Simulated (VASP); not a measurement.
Set up this calculation in VASP 6.6.1, as the native input.

* Task: relaxation of the atoms
* Functional: r2SCAN
* Potentials or basis: VASP PAW PBE potentials, release 64 (Si, C)
* Cutoff: 600 eV
* k mesh: 10 × 10 × 10
* Occupations: gaussian, width 0.03 eV
* Spin: no spin polarisation
* Further INCAR settings: ALGO = Normal; EDIFF = 1e-07; IBRION = 2; EDIFFG = -0.01; NSW = 40

The structure of SiC (Moissanite 3C) lies in POSCAR:

```
SiC                                     
1.0
    0.0000000000      2.1624320433      2.1624320433
    2.1624320433      0.0000000000      2.1624320433
    2.1624320433      2.1624320433      0.0000000000
  Si              C             
     1     1
Direct
     0.0000000000000000    0.0000000000000000    0.0000000000000000
     0.2500000000000000    0.2500000000000000    0.2500000000000000
```

The cell isn't the ideal one: a relaxed cell with its volume scaled by 0.98.

One way to write it, as run:

INCAR

```
  ALGO = Normal
  EDIFF = 1E-7
  EDIFFG = -0.01
  ENCUT = 600
  IBRION = 2
  ISIF = 2
  ISMEAR = 0
  LASPH = True
  LCHARG = False
  LMIXTAU = True
  LREAL = False
  LWAVE = False
  METAGGA = R2SCAN
  NELM = 80
  NSW = 40
  PREC = Accurate
  SIGMA = 0.03
```

KPOINTS

```
k-points
0
Gamma
  10 10 10
```

Potentials or basis: VASP PAW PBE potentials, release 64 (Si, C).

Launch:

```sh
$ cat potpaw_PBE.64/Si/POTCAR potpaw_PBE.64/C/POTCAR > POTCAR
$ mpirun -np 1 vasp_std > vasp.out
```

It gave:

```
Pressure after relaxing : 4.8 GPa
Band gap on the k mesh  : 1.71 eV, indirect (least direct gap 5.09 eV)
```

Caveat: the relaxation stopped at its first step, so nothing moved; the PAW data sets were made with another functional, which shifts forces and pressure a little.

Wall time 35 s on 1 thread of Intel(R) Xeon(R) Platinum 8259CL CPU @ 2.50GHz (Skylake/Cascade Lake) (shared host), peak memory 0.14 GiB.
